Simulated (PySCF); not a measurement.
Isomers of C5H5N and their computed core-level spectra.

Level of theory: PySCF, delta-SCF UKS SCAN, pcX-2 on the ionised atom, pcseg-1 elsewhere, spin-free X2C. Geometries: PBE0-D3(BJ)/def2-SVP; isolated species, one conformer each.

Line lists (1s up to Mg, 2p3/2 beyond; areas count atoms within a level, one atom standing for each set equivalent by bonding):
1. C 1s: 290.09 (area 1), 290.42 (area 1), 290.89 (area 1), 291.38 (area 1), 292.10 (area 1) eV; N 1s: 405.14 eV
2. C 1s: 290.69 (area 2), 290.99 (area 1), 291.32 (area 2) eV; N 1s: 404.64 eV
3. C 1s: 290.09 (area 1), 290.18 (area 1), 291.60 (area 1), 292.29 (area 1), 292.33 (area 1) eV; N 1s: 405.24 eV
4. C 1s: 290.67 (area 1), 290.80 (area 1), 291.93 (area 1), 292.42 (area 1), 293.18 (area 1) eV; N 1s: 405.19 eV
5. C 1s: 290.75 (area 1), 291.23 (area 1), 292.38 (area 1), 292.49 (area 1), 292.61 (area 1) eV; N 1s: 405.26 eV

Structures:
A. `C(C)#CCC#N`
B. `C#CC(=C)N=C`
C. `C#CCCC#N`
D. `C1=CC=NC=C1`
E. `CC#C[C@@H]1C=N1`

Question: Match each list to its structure.

Answer: 
- 1 = B: another candidate has the same counts of sites, so positions decide. C 1s: 290.09 terminal =CH2 carbon, 290.42 terminal alkyne carbon, 290.89 alkyne carbon, 291.38 imine carbon, 292.10 vinylic carbon bearing nitrogen; N 1s: 405.14 imine nitrogen.
- 2 = D: no other candidate has these counts of sites. C 1s: 290.69 aromatic CH carbon (×2), 290.99 aromatic CH carbon, 291.32 aromatic CH next to a ring nitrogen (×2); N 1s: 404.64 pyridine-type nitrogen.
- 3 = E: another candidate has the same counts of sites, so positions decide. C 1s: 290.09 alkyne carbon, 290.18 alkyne carbon, 291.60 propargylic carbon, 292.29 C=N carbon, 292.33 sp3 carbon bound to nitrogen; N 1s: 405.24 C=N nitrogen.
- 4 = A: another candidate has the same counts of sites, so positions decide. C 1s: 290.67 alkyne carbon, 290.80 alkyne carbon, 291.93 propargylic carbon, 292.42 nitrile carbon, 293.18 sp3 carbon next to a nitrile; N 1s: 405.19 nitrile nitrogen.
- 5 = C: another candidate has the same counts of sites, so positions decide. C 1s: 290.75 terminal alkyne carbon, 291.23 alkyne carbon, 292.38 propargylic carbon, 292.49 nitrile carbon, 292.61 sp3 carbon next to a nitrile; N 1s: 405.26 nitrile nitrogen.

8 of these hole states are spin-contaminated (⟨S²⟩ up to 0.95, against 0.75; counted from 0.85) and less certain.
